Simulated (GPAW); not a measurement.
A calculation with GPAW 26.7.0 of PbS (cli, Cartesian positions):

The input PbS.xyz:

```xyz
2
Lattice="3.6536590000 0.0000000000 0.0000000000 0.0000000000 3.6536590000 0.0000000000 0.0000000000 0.0000000000 3.6536590000" Properties=species:S:1:pos:R:3 pbc="T T T"
Pb     0.0000000000      0.0000000000      0.0000000000
S      1.8268295000      1.8268295000      1.8268295000
```

Potentials or basis: GPAW PAW data sets (gpaw-data 1.2.1), pw.

The run is started by

```console
$ OMP_NUM_THREADS=1 gpaw run PbS.xyz -p 'mode=PW(600),xc=PBE,kpts={size:(7,7,7),gamma:True},occupations={name:fermi-dirac,width:0.05},nbands=19,convergence={density:1e-05,energy:1e-05},maxiter=150,txt=gpaw.txt' --properties efs -w gs.gpw
```

Measurements of this composition are mostly on another form, of space group No. 225.

Q: Write the same calculation in another form: ASE script, structure typed inline.

A: As run:

run.py

```python
from ase import Atoms
from ase.dft.bandgap import bandgap
from ase.io import write
from ase.units import Bohr, GPa
from gpaw import GPAW, PW
from gpaw.elf import elf_from_dft_calculation

atoms = Atoms(['Pb', 'S'],
              cell=[[3.653659, 0.0, 0.0],
                    [0.0, 3.653659, 0.0],
                    [0.0, 0.0, 3.653659]],
              scaled_positions=[[0.0, 0.0, 0.0],
                                [0.5, 0.5, 0.5]],
              pbc=True)

calc = GPAW(mode=PW(600),
            xc='PBE',
            kpts={'size': (7, 7, 7), 'gamma': True},
            occupations={'name': 'fermi-dirac', 'width': 0.05},
            nbands=19,
            convergence={'density': 1e-05, 'energy': 1e-05},
            maxiter=150,
            txt='gpaw.txt')
atoms.calc = calc
energy = atoms.get_potential_energy()
forces = atoms.get_forces()
stress = atoms.get_stress()
calc.write('gs.gpw')
write('result.traj', atoms)
print(f'Energy: {energy:.6f} eV')
print('Forces (eV/A):')
print(forces.round(4))
print('Stress (GPa):', (stress / GPa).round(3))
print('Fermi level:', round(calc.get_fermi_level(), 4), 'eV')
print(f'Gap: {bandgap(calc)[0]:.4f} eV, direct: {bandgap(calc, direct=True)[0]:.4f} eV')

# fields on the real-space grid
write('density.cube', atoms, data=calc.get_pseudo_density() * Bohr**3)
write('potential.cube', atoms, data=calc.get_electrostatic_potential())
write('elf.cube', atoms, data=elf_from_dft_calculation(calc).data)
```

Potentials or basis: GPAW PAW data sets (gpaw-data 1.2.1), pw.

Run with:

```sh
$ OMP_NUM_THREADS=1 python run.py
```

Both were run:

|  | cli, Cartesian positions | ASE script, structure typed inline |
| --- | --- | --- |
| Pressure | -0.3 GPa | -0.3 GPa |
| Band gap on the k mesh | 0.10 eV, indirect (least direct gap 1.43 eV) | 0.10 eV, indirect (least direct gap 1.43 eV) |

Keys that steer only the numerical path or the files written may differ.

Caveat: spin-orbit coupling is left out, which as a rule narrows the gap of such compounds by several tenths of an eV; an odd mesh through Γ misses points on the zone boundary, where band edges often lie.
